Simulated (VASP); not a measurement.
**A VASP 6.6.1 single-point calculation on SnSe**

INCAR

```
PREC = Accurate
ISIF = 2
ENCUT = 520
LWAVE = .FALSE.
LASPH = .TRUE.
SIGMA = 0.02
LREAL = .FALSE.
EDIFF = 1E-7
ISMEAR = -1
LCHARG = .FALSE.
NSW = 0
IBRION = -1
GGA = PE
ISPIN = 2
MAGMOM = 2 2
NBANDS = 17
NELM = 64
```

KPOINTS

```
KPOINTS created by Atomic Simulation Environment
0
Gamma
8 8 8
0 0 0
```

POSCAR

```
Sn Se
 1.0000000000000000
    -0.0000000000000000    2.9848894912484352    2.9848894912484352
     2.9848894912484352   -0.0000000000000000    2.9848894912484352
     2.9848894912484352    2.9848894912484352   -0.0000000000000000
 Sn  Se
   1   1
Cartesian
  0.0000000000000000  0.0000000000000000  0.0000000000000000
  2.9848894912484352  2.9848894912484352  2.9848894912484352
```

The recommended PBE PAW datasets give the neutral cell 20 valence electrons.

Command

```
mpirun -np 1 vasp_std
```

OSZICAR

```
N       E                     dE             d eps       ncg     rms          rms(c)
DAV:   1     0.133844498491E+03    0.13384E+03   -0.97203E+03  2013   0.146E+03
DAV:   2     0.577851954421E+01   -0.12807E+03   -0.12382E+03  2134   0.353E+02
DAV:   3    -0.674975084715E+01   -0.12528E+02   -0.12403E+02  2345   0.945E+01
DAV:   4    -0.707213279141E+01   -0.32238E+00   -0.32199E+00  2385   0.160E+01
DAV:   5    -0.708096802371E+01   -0.88352E-02   -0.88347E-02  2787   0.259E+00    0.116E+01
DAV:   6    -0.815601653114E+01   -0.10750E+01   -0.71376E-01  2395   0.569E+00    0.445E+00
DAV:   7    -0.820438191421E+01   -0.48365E-01   -0.12119E-01  2203   0.283E+00    0.147E+00
DAV:   8    -0.820466048642E+01   -0.27857E-03   -0.13389E-02  2285   0.760E-01    0.725E-01
DAV:   9    -0.820501601329E+01   -0.35553E-03   -0.21060E-03  2584   0.335E-01    0.295E-01
DAV:  10    -0.820495739647E+01    0.58617E-04   -0.56714E-04  2379   0.214E-01    0.688E-02
DAV:  11    -0.820502024685E+01   -0.62850E-04   -0.72227E-05  2460   0.925E-02    0.418E-02
DAV:  12    -0.820504916757E+01   -0.28921E-04   -0.36261E-05  2213   0.450E-02    0.194E-02
DAV:  13    -0.820505261515E+01   -0.34476E-05   -0.47181E-06  2378   0.138E-02    0.337E-03
DAV:  14    -0.820505298046E+01   -0.36531E-06   -0.12188E-06  2555   0.999E-03    0.144E-03
DAV:  15    -0.820505307983E+01   -0.99375E-07   -0.26120E-07  2164   0.439E-03
   1 F= -.82050531E+01 E0= -.82050531E+01  d E =-.688160E-09  mag=    -0.0000
```

It converged. Results: pressure 2.3 GPa; magnetic moment of the cell 0.00 μB.

For comparison, a separate PBE run of the intended cell, on usual settings and not on those above, gives a gap of 0.69 eV on its mesh and a pressure of 2.3 GPa.

The run above took about 37 s on one core of a shared host (Intel Xeon Platinum 8488C) and held 0.21 GiB at most.
